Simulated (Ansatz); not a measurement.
## Pd under changes of volume

One of the cells (14.750 Å³/atom); the others are scaled copies at fixed shape and fractional positions:

```xyz
1
Lattice="0.0000 1.9465 1.9465 1.9465 0.0000 1.9465 1.9465 1.9465 0.0000" Properties=species:S:1:pos:R:3 pbc="T T T"
Pd    0.0000    0.0000    0.0000
```

* Program: Ansatz 0.2.0
* Functional: PBE
* Dispersion: D3(BJ)
* Potentials or basis: Ansatz PAW
* Cutoff: 420 eV (not typed: the program's choice for these potentials)
* k mesh: 12 × 12 × 12
* Occupations: fermi-dirac, width 0.05 eV
* Spin: no spin polarisation

```tsv
volume (Å³/atom)	energy over the lowest point (meV/atom)	pressure (GPa)
13.865	31.58	13.3
14.160	12.39	8.0
14.455	2.25	3.4
14.750	0.00	-0.6
15.045	4.68	-4.2
15.340	?	?
15.635	31.69	-10.0
```

What does the run at 15.340 Å³/atom give?

Energy over the lowest point 15.48 meV/atom; pressure -7.3 GPa.

Worked out: A Birch-Murnaghan fit of order 3 (a polynomial in V^(-2/3)) to the other rows has its minimum at 14.69 Å³/atom with B0 = V·E''(V) = 193 GPa and B' = 5.4. It gives 15.51 meV/atom at 15.340 Å³/atom, against the run's 15.48, and -dE/dV = -7.4 GPa, against -7.3.

Energies are extrapolated to zero smearing.

Caveats: pairwise dispersion overbinds metals, which lowers pressure and volume.
